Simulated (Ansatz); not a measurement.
Here is an Ansatz 0.2.0 calculation.

input.yaml

```yaml
crystal:
  lattice:
    - [3.5432, 0.0, 0.0]
    - [-1.7716, 3.0685012107, 0.0]
    - [0.0, 0.0, 5.0388]
  atoms:
    - { symbol: Pt, position: [0.0, 0.0, 0.0] }
    - { symbol: S, position: [0.6666666667, 0.3333333333, 0.773] }
    - { symbol: S, position: [0.3333333333, 0.6666666667, 0.227] }
hamiltonian:
  xc:
    exchange: hjs_pbesol
    correlation: pbesol
    exx: { coeff: 0.25, omega: 0.207 }
  pseudopotentials: { kind: paw }
kpoints:
  mp_grid: { grid: [5, 5, 3] }
  band_path:
    path:
      - [[0.0, 0.0, 0.0], [0.5, 0.0, 0.0], [0.3333333333, 0.3333333333, 0.0], [0.0, 0.0, 0.0], [0.0, 0.0, 0.5], [0.5, 0.0, 0.5], [0.3333333333, 0.3333333333, 0.5], [0.0, 0.0, 0.5]]
      - [[0.5, 0.0, 0.5], [0.5, 0.0, 0.0]]
      - [[0.3333333333, 0.3333333333, 0.0], [0.3333333333, 0.3333333333, 0.5]]
    npoints: 4
scf:
  occupations: { method: fermi_dirac, width: 0.05 }
  n_extra_bands: 7
output:
  forces: true
  stress: true
  eigenvalues: true
  fatbands: false
```

Potentials or basis: Ansatz PAW.

Command:

```bash
$ ansatz run input.yaml --threads 2 --pin off --max-ram 5632MiB --backend cpu --events-out ev --progress --plain --runs-dir out
```

Question: What does it give for the pressure?

Answer: 3.7 GPa.

Question: Estimate the largest force.

Answer: 0.738 eV/Å.

Question: What does it give for the band gap on the k mesh?

Answer: 1.88 eV, indirect (least direct gap 2.15 eV).

Stress tensor (GPa, compression positive):
```
3.06 0.00 0.00
0.00 3.06 0.00
0.00 0.00 4.85
```

Caveat: the k mesh misses the band edges, so the gap on the mesh is wider than the one along the path; spin-orbit coupling is left out, which moves the levels of the heavy elements; the PAW data sets come from PBE, with cores solved anew for the run's functional, which leaves a small shift of forces and pressure; the thresholds are loose for stress.
